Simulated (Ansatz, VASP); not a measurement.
**Hf: VASP beside Ansatz**

Contents of INCAR:

```
PREC = Accurate
ENCUT = 520
EDIFF = 1E-6
ISMEAR = 0
SIGMA = 0.15
LREAL = False
LASPH = True
NELM = 80
ALGO = Fast
ISIF = 2
LWAVE = False
LCHARG = False
GGA = PS
NBANDS = 17
```

The input KPOINTS:

```
regular mesh
0
Gamma
  18 18 10
```

Contents of POSCAR:

```
Hf
1.0
    2.9290080353      0.0000000000      0.0000000000
   -1.4645040177      2.5365953665      0.0000000000
    0.0000000000      0.0000000000      6.0245399270
Hf
2
Direct
    0.3333333333      0.6666666667      0.2500000000
    0.6666666667      0.3333333333      0.7500000000
```

Input for Ansatz:

```yaml
crystal:
  lattice:
    - [2.9290080353, 0.0, 0.0]
    - [-1.4645040177, 2.5365953665, 0.0]
    - [0.0, 0.0, 6.024539927]
  atoms:
    - { symbol: Hf, position: [0.3333333333, 0.6666666667, 0.25] }
    - { symbol: Hf, position: [0.6666666667, 0.3333333333, 0.75] }
basis:
  ecutwfc: 420
kpoints:
  mp_grid: { grid: [18, 18, 10] }
hamiltonian:
  xc: pbesol
scf:
  occupations: { method: gaussian, width: 0.15 }
output:
  forces: true
  stress: true
  eigenvalues: true
```

Alike in both runs: task single point; functional PBEsol; k mesh 18 × 18 × 10; occupations gaussian, width 0.15 eV; no spin polarisation.

```csv
,VASP,Ansatz
version,VASP 6.6.1,Ansatz 0.2.0
potentials or method,"VASP PAW PBE potentials, release 64 (Hf_pv)","scalar-relativistic, plane waves, PAW"
plane-wave cutoff (eV),520,420
valence electrons in the cell,20,52
```

|  | VASP | Ansatz | Ansatz less VASP |
| --- | --- | --- | --- |
| gap on the k mesh at the Fermi level (eV) | none | none | - |
| pressure (GPa) | -2.7 | -2.5 | +0.17 |
| largest component of the traceless stress (GPa) | 12.58 | 12.67 | +0.089 |

A gap of «none» marks a metal or a gap that the smearing closes. With one functional, cell and mesh, what is left measures potentials, basis and numerics. The two sets of potentials don't hold the same shells in valence.

Caveats: the PAW data sets were made with another functional, which shifts forces and pressure a little (VASP). Spin-orbit coupling is left out, which matters for the levels of Hf.
